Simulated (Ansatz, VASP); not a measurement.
**Ir: VASP beside Ansatz**

POSCAR

```
Ir
1.0
    0.0000000000      1.9353304886      1.9353304886
    1.9353304886      0.0000000000      1.9353304886
    1.9353304886      1.9353304886      0.0000000000
Ir
1
Direct
    0.0000000000      0.0000000000      0.0000000000
```

The input INCAR.step1:

```
ALGO     = Normal         # electronic algorithm
EDIFF    = 1E-4           # SCF threshold, eV
ENCUT    = 520            # plane-wave cutoff, eV
GGA      = PE             # functional
ISMEAR   = 0              # smearing method
LASPH    = T              # aspherical terms in the spheres
LCHARG   = F              # write CHGCAR
LREAL    = F              # projectors in reciprocal space
LWAVE    = T              # write WAVECAR
NBANDS   = 10             # bands
NELM     = 80             # most SCF steps
PREC     = Accurate       # precision mode
SIGMA    = 0.1            # smearing width, eV
```

The input INCAR.step2:

```
ALGO     = Normal         # electronic algorithm
EDIFF    = 1E-6           # SCF threshold, eV
ENCUT    = 520            # plane-wave cutoff, eV
ISIF     = 2              # what is computed and relaxed
ISMEAR   = 0              # smearing method
ISTART   = 1            
LASPH    = T              # aspherical terms in the spheres
LCHARG   = F              # write CHGCAR
LMIXTAU  = T            
LREAL    = F              # projectors in reciprocal space
LWAVE    = F              # write WAVECAR
METAGGA  = R2SCAN         # meta-GGA
NBANDS   = 10             # bands
NELM     = 80             # most SCF steps
PREC     = Accurate       # precision mode
SIGMA    = 0.1            # smearing width, eV
```

Contents of KPOINTS:

```
k-points
0
Gamma
  18 18 18
```

Input for Ansatz:

```yaml
crystal:
  lattice:
    - [0.0, 1.9353304886, 1.9353304886]
    - [1.9353304886, 0.0, 1.9353304886]
    - [1.9353304886, 1.9353304886, 0.0]
  atoms:
    - { symbol: Ir, position: [0.0, 0.0, 0.0] }
basis:
  ecutwfc: 500
kpoints:
  mp_grid: { grid: [18, 18, 18] }
  band_path:
    path:
      - [[0.0, 0.0, 0.0], [0.5, 0.0, 0.5], [0.625, 0.25, 0.625]]
      - [[0.375, 0.375, 0.75], [0.0, 0.0, 0.0], [0.5, 0.5, 0.5], [0.5, 0.25, 0.75], [0.5, 0.0, 0.5]]
    npoints: 14
hamiltonian:
  xc: r2scan
scf:
  occupations: { method: gaussian, width: 0.1 }
  n_extra_bands: 6
output:
  forces: true
  stress: true
  eigenvalues: true
  populations: true
  dos: { projected: true, de: 0.02, nscf_kmesh: { grid: [27, 27, 27] } }
  bader: true
  write_density: true
  write_potential: true
  elf: true
  volumetric_format: npy
```

Alike in both runs: task single point; functional r2SCAN; k mesh 18 × 18 × 18; occupations gaussian, width 0.1 eV; no spin polarisation.

|  | VASP | Ansatz |
| --- | --- | --- |
| version | VASP 6.6.1 | Ansatz 0.2.0 |
| potentials or method | VASP PAW PBE potentials, release 64 (Ir) | scalar-relativistic, plane waves, PAW |
| plane-wave cutoff (eV) | 520 | 500 |
| valence electrons in the cell | 9 | 17 |

|  | VASP | Ansatz | Ansatz less VASP |
| --- | --- | --- | --- |
| gap on the k mesh at the Fermi level (eV) | none | none | - |
| pressure (GPa) | -5.2 | -7.4 | -2.23 |

A gap of «none» marks a metal or a gap that the smearing closes. The two sets of potentials don't hold the same shells in valence.

Caveats: the PAW data sets were made with another functional, which shifts forces and pressure a little (VASP). The runs have no spin-orbit coupling, so splittings on Ir are missing.
